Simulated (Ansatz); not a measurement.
Here is an Ansatz 0.2.0 calculation.

input.yaml

```yaml
crystal:
  lattice:
    - [4.15, 0.0, 0.0]
    - [-2.075, 3.5940054257, 0.0]
    - [0.0, 0.0, 6.737]
  atoms:
    - { symbol: Cd, position: [0.6666666667, 0.3333333333, 0.5] }
    - { symbol: Cd, position: [0.3333333333, 0.6666666667, 0.0] }
    - { symbol: S, position: [0.6666666667, 0.3333333333, 0.875] }
    - { symbol: S, position: [0.3333333333, 0.6666666667, 0.375] }
hamiltonian:
  xc: pbe
  pseudopotentials: { kind: paw }
kpoints:
  mp_grid: { grid: [7, 7, 4] }
scf:
  occupations: { method: gaussian, width: 0.019 }
output:
  forces: true
  stress: true
  eigenvalues: true
```

Potentials or basis: Ansatz PAW.

Run with:

```sh
$ ansatz run input.yaml --threads 2 --pin off --max-ram 5632MiB --backend cpu --events-out ev --progress --plain --runs-dir out
```

Question: Predict the band gap on the k mesh.

Answer: 1.20 eV, direct.

Question: Estimate the largest force.

Answer: 0.068 eV/Å.

Question: What does it give for the pressure?

Answer: 2.1 GPa.

Stress tensor (GPa, compression positive):
```
1.86 0.00 0.00
0.00 1.86 0.00
0.00 0.00 2.50
```

Caveat: odd divisions of the mesh miss points on the zone boundary, where band edges often lie, so the gap on the mesh can be too wide.

**Experimental background.**

From “Isotope dependence of band-gap energy”, 2008, arxiv:0807.2152, for a bulk crystal of CdS: band gap 2.5809 ± 0.0002 eV.

Measured gap of CdS: 2.5809 eV (quoted in “Isotope dependence of band-gap energy”, 2008, arxiv:0807.2152). This calculation gives 1.20 eV (-1.38 eV). So large a miss can be the level of theory's own, or it may mean another phase, state or a wrong row. Spin-orbit coupling on Cd is left out. The value is that of PBE, without temperature or zero-point motion. Semilocal functionals fall short of measured gaps as a rule.
